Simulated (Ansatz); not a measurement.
# ZrO2: a single-point run

Aim: a sound single-point run of ZrO2. The structure is shown as the input types it.

Computed with Ansatz 0.2.0 (density functional or hybrid calculation with the settings of its input, plane waves (as first typed), unless a step's input says otherwise).

6 further runs of the same task are left out: 4 for a known fault of the program, 2 that didn't finish.

## (1) The system as given

It takes space group Fm-3m (No. 225, cubic). Conventional cell: a = 5.089 Å, b = 5.089 Å, c = 5.089 Å, α = 90.00°, β = 90.00°, γ = 90.00°. Zr (site symmetry m-3m) has 8 O at 2.20 Å as nearest neighbours. O (site symmetry -43m) is surrounded by 4 Zr at 2.20 Å.

Structure file:

```
CELL_PARAMETERS angstrom
0.00000 2.54471 2.54471
2.54471 0.00000 2.54471
2.54471 2.54471 0.00000
ATOMIC_POSITIONS crystal
Zr 0.00000 0.00000 0.00000
O 0.25000 0.25000 0.25000
O 0.75000 0.75000 0.75000
```

## (2) The run

The input, input.yaml:

```yaml
crystal:
  lattice:
    - [0.0, 2.5447135875, 2.5447135875]
    - [2.5447135875, 0.0, 2.5447135875]
    - [2.5447135875, 2.5447135875, 0.0]
  atoms:
    - { symbol: Zr, position: [0.0, 0.0, 0.0] }
    - { symbol: O, position: [0.25, 0.25, 0.25] }
    - { symbol: O, position: [0.75, 0.75, 0.75] }
kpoints:
  mp_grid: { grid: [6, 6, 6] }
hamiltonian:
  xc: r2scan
scf:
  occupations: { method: fixed }
  n_extra_bands: 4
  convergence: { dr2_threshold: 0.01 }
  max_iter: 51
output:
  forces: true
  stress: true
  eigenvalues: true
```

Run with:

```
$ ansatz run input.yaml --threads 4 --pin off --max-ram 3686MiB --backend cpu --events-out ev --progress --plain --runs-dir out
```

**Question.** How will this run end, and is anything wrong with its input?

The run converged and reported no error, with warnings (force scf threshold loose, stress scf threshold loose). Its log warns: «scf.convergence.dr2_threshold = 1e-2 eV is looser than this run's default, which is 1e-7 eV or tighter. The error in the forces grows as the threshold's square root ...»

The threshold asked is loose, but the program put off the close and ended at dr2 = 1.3e-8, so little accuracy was lost here.

To check: delete scf.convergence.dr2_threshold (the default then holds).
